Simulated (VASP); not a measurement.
A run of VASP 6.6.1 is set up as follows.

Contents of INCAR:

```
PREC = Accurate
ENCUT = 520
EDIFF = 1E-7
ISMEAR = 0
SIGMA = 0.1
LREAL = F
LASPH = T
NELM = 100
ALGO = Normal
ISIF = 2
LWAVE = F
LCHARG = T
GGA = PE
LELF = T
LVHAR = T
NBANDS = 36
```

The input KPOINTS:

```
regular mesh
0
Gamma
  4 4 4
```

POSCAR

```
CoSi
1.0
    4.4289187383      0.0000000000      0.0000000000
    0.0000000000      4.4289187383      0.0000000000
    0.0000000000      0.0000000000      4.4289187383
Co Si
4 4
Direct
    0.8545667775      0.6454332225      0.3545667775
    0.6454332225      0.3545667775      0.8545667775
    0.3545667775      0.8545667775      0.6454332225
    0.1454332225      0.1454332225      0.1454332225
    0.1567025104      0.3432974896      0.6567025104
    0.3432974896      0.6567025104      0.1567025104
    0.6567025104      0.1567025104      0.3432974896
    0.8432974896      0.8432974896      0.8432974896
```

Potentials or basis: VASP PAW PBE potentials, release 64 (Co, Si).

Launch:

```console
$ cat potpaw_PBE.64/Co/POTCAR potpaw_PBE.64/Si/POTCAR > POTCAR
$ mpirun -np 1 vasp_std > vasp.out
```

(1) Predict the band gap on the k mesh.

(2) Predict the largest force.

## Answers

(1) none (metal or under the smearing width).

(2) 0.018 eV/Å.
